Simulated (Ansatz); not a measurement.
The system is GaAs.

```
CELL_PARAMETERS angstrom
3.60640 0.00000 0.00000
-1.80320 3.12324 0.00000
0.00000 0.00000 3.57319
ATOMIC_POSITIONS crystal
Ga 0.33333 0.66667 0.50000
As 0.00000 0.00000 0.00000
```

The cell was built by a generator and needn't be a form met in nature.

Base run:

| Quantity | Value |
| --- | --- |
| Program | Ansatz 0.2.0 |
| Functional | LDA |
| Potentials or basis | Ansatz PAW |
| Cutoff | 420 eV (not typed: the program's choice for these potentials) |
| k mesh | 9 × 9 × 8 |
| Occupations | fermi-dirac, width 0.05 eV |
| Spin | no spin polarisation |

Its results: band gap on the k mesh none (metal or under the smearing width); pressure -5.7 GPa.

The run is repeated on the same cell with these changes: functional from LDA to PBEsol. What comes out?

Band gap on the k mesh none (metal or under the smearing width); pressure -4.0 GPa.

PBEsol binds less tightly than LDA, so the same cell stands under more pressure.

Caveats: the PAW data sets come from PBE, with cores solved anew for the run's functional, which leaves a small shift of forces and pressure.
